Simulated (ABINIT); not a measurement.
Band structure of InN (F-43m, 2 atoms in the cell).

```yaml
crystal:
  lattice:
    - [0.00000, 2.44413, 2.44413]
    - [2.44413, 0.00000, 2.44413]
    - [2.44413, 2.44413, 0.00000]
  atoms:
    - { symbol: In, position: [0.00000, 0.00000, 0.00000] }
    - { symbol: N, position: [0.25000, 0.25000, 0.25000] }
```

Level of theory: PBE, PAW (JTH v2.0 PBE PAW) (plane waves; ABINIT).

Settings: pseudos = [In.GGA_PBE-JTH.xml, N.GGA_PBE-JTH.xml]; ecut = 26 Ha; pawecutdg = 52 Ha; pawxcdev = 0; occopt = 3; tsmear = 0.1 eV; ngkpt = 15 15 15; nshiftk = 1; shiftk = 0 0 0; potentials = JTH v2.0 PBE PAW; kptopt = 1; nstep = 60; toldfe1 = 1e-09 Ha.

The starting cell comes from a database of computed structures (which also holds hypothetical and non-ambient phases and stackings), without a prior relaxation at this level. Its lattice was rescaled by a random factor within 2.5 % of one. The run gives no clean gap (levels at the Fermi energy touch, overlap or are partly filled at this smearing), which alone does not show that the compound is a metal.

Levels in eV from the Fermi level, bands 6 to 13:
| point | 6 | 7 | 8 | 9 | 10 | 11 | 12 | 13 |
|---|---|---|---|---|---|---|---|---|
| Γ | -13.42 | -0.58 | -0.33 | -0.33 | -0.33 | 9.42 | 9.42 | 9.42 |
| X | -11.33 | -5.60 | -2.86 | -2.86 | 2.60 | 6.02 | 8.98 | 11.59 |
| W | -10.97 | -5.40 | -3.67 | -3.41 | 5.01 | 6.67 | 8.26 | 8.86 |
| K | -11.10 | -5.53 | -4.02 | -2.35 | 4.07 | 6.25 | 8.59 | 10.82 |
| L | -11.69 | -6.55 | -1.27 | -1.27 | 3.03 | 6.36 | 9.40 | 9.40 |
| U | -11.10 | -5.53 | -4.02 | -2.35 | 4.07 | 6.25 | 8.59 | 10.82 |

Bands cross the Fermi level along this path, so the cell is metallic at this level.
